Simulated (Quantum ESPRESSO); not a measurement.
Runs of Quantum ESPRESSO 7.5 on GaN. It takes space group F-43m (No. 216, cubic). Conventional cell: a = 4.507 Å, b = 4.507 Å, c = 4.507 Å, α = 90.00°, β = 90.00°, γ = 90.00°. Around Ga (site symmetry -43m) lie 4 N at 1.95 Å. N (site symmetry -43m) has 4 Ga at 1.95 Å as nearest neighbours. The cell is a database's computed one.

```csv
task,level,potentials or basis,spin,V0 of scaled cells (Å³/atom),B0 (GPa)
equation of state,revPBE+D2,PseudoDojo 0.4.1 SR PBE standard,off,11.77,(b)
equation of state,PBEsol,PseudoDojo 0.4 FR PBEsol standard,"SOC, no magnetisation",11.40,188
equation of state,revPBE+D3(BJ),PseudoDojo 0.4.1 SR PBE standard,off,11.53,181
equation of state,revPBE+D3,PseudoDojo 0.4.1 SR PBE standard,off,11.56,(a)
```

Alike in all rows: cell as given; k mesh 10 × 10 × 10; cutoff (eV) 1143; smearing fermi-dirac 0.05 eV.

Question: Fill in the values left out.

Answer: (a) 180; (b) 172.

Caveats: the potentials were made for another functional, which shifts forces and pressure (some runs).
